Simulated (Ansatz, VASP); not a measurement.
## One calculation of H2C7, two programs

```
C H
1.0
     5.05083    0.00000    0.00000
     0.00000    5.05083    0.00000
     0.00000    0.00000   18.85962
C H
28 8
Cartesian
  2.5254 2.5254 4.6524
  2.5254 0.0000 4.6524
  0.0000 2.5254 4.6524
  0.0000 0.0000 4.6524
  3.7881 2.5254 5.5453
  3.7881 0.0000 5.5453
  1.2627 2.5254 5.5453
  1.2627 0.0000 5.5453
  3.7881 3.7881 6.4381
  3.7881 1.2627 6.4381
  1.2627 3.7881 6.4381
  1.2627 1.2627 6.4381
  0.0018 3.7881 7.4150
  0.0040 1.2627 7.4184
  2.5236 3.7881 7.2757
  2.5245 1.2627 7.2826
  0.0040 -0.0051 8.3754
  0.0040 2.5305 8.3754
  2.5206 -0.0107 8.1263
  2.5206 2.5361 8.1263
  1.3601 -0.0103 9.2024
  1.3601 2.5357 9.2024
  3.6992 -0.0032 9.1838
  3.6992 2.5286 9.1838
  1.8399 1.2627 9.8435
  1.8309 3.7881 9.9825
  3.2203 1.2627 9.8577
  3.2154 3.7881 9.8682
  2.5254 3.2441 3.8985
  2.5254 1.8067 3.8985
  2.5254 0.7187 3.8985
  2.5254 -0.7187 3.8985
  0.0000 1.8071 3.8973
  0.0000 3.2437 3.8973
  0.0000 -0.7183 3.8973
  0.0000 0.7183 3.8973
```

Alike in both runs: functional PBE; k mesh 5 × 5 × 1; occupations gaussian, width 0.05 eV; no spin polarisation.

Ansatz relaxed the structure, and its values are those at the end. VASP's run is a single point on that final structure, the one shown.

```csv
,VASP,Ansatz
version,VASP 6.6.1,Ansatz 0.2.0
potentials or method,"VASP PAW PBE potentials, release 64 (C, H)","scalar-relativistic, plane waves, PAW"
plane-wave cutoff (eV),520,420
valence electrons in the cell,120,120
```

VASP gave:

```
gap on the k mesh at the Fermi level (eV) : 1.26
least direct gap on the mesh (eV)         : 1.29
rms of the force components (eV/Å)        : 0.517
```

Question: Estimate Ansatz's values.

Answer: gap on the k mesh at the Fermi level (eV): 1.26; least direct gap on the mesh (eV): 1.28; rms of the force components (eV/Å): 0.514.
